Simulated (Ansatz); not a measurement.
All numbers below come from DFT PBE, scalar-relativistic, plane waves, PAW (Ansatz). All cells share a 420 eV cutoff and Γ-centred k meshes spaced at most about 0.3 Å⁻¹ (about 0.25 or finer for metals, 2π included). No spin polarisation.

Temperature and zero-point effects are left out.

Two relaxed structures of In4Sb3As:

A.

```
CELL_PARAMETERS angstrom
6.52618 0.00000 0.00000
0.00000 6.52618 0.00000
0.00000 0.00000 6.52618
ATOMIC_POSITIONS crystal
In 0.24166 0.75833 0.24166
In 0.24166 0.24166 0.75833
In 0.75833 0.75833 0.75833
In 0.75833 0.24166 0.24166
Sb 0.00000 0.50000 0.50000
Sb 0.50000 0.50000 0.00000
Sb 0.50000 0.00000 0.50000
As 0.00000 0.00000 0.00000
```

B.

```
CELL_PARAMETERS angstrom
3.02432 -6.14867 0.00000
3.02432 6.14867 0.00000
0.00000 0.00000 6.22764
ATOMIC_POSITIONS crystal
In 0.75091 0.24909 0.05609
In 0.76029 0.23971 0.55715
In 0.24909 0.75091 0.05609
In 0.23971 0.76029 0.55715
Sb 0.50000 0.50000 0.58095
Sb 0.50000 0.50000 0.04159
Sb 0.00000 0.00000 0.11059
As 0.00000 0.00000 0.54039
```

**Question.** Which is lower in energy, and by how much?

**Answer.** A is lower, by 193 meV/atom. A has Sb and As ordered on zinc blende sites, space group P-43m (No. 215), 34.7 Å³/atom and no gap on its mesh; B has space group Cmm2 (No. 35), 29.0 Å³/atom and no gap. Counting As or Sb atoms around In (for each partner element, those within 1.25 times its shortest distance or 1.15 times the sum of covalent radii, where it is the nearest in units of that sum or under 1.3), A has In 4 and B has In 2. B holds Sb–Sb chains (shortest 2.87 Å); in A the shortest Sb–Sb distance is 4.61 Å. The lower one is the more open, so pressure narrows the difference. Both come from invented guesses. Shaken at random and relaxed again, A came back.

These runs have no spin–orbit coupling, which can matter for Sb. The zero gap of P-43m may come from the functional, which often closes small gaps. Cells without such a test can be saddle points.
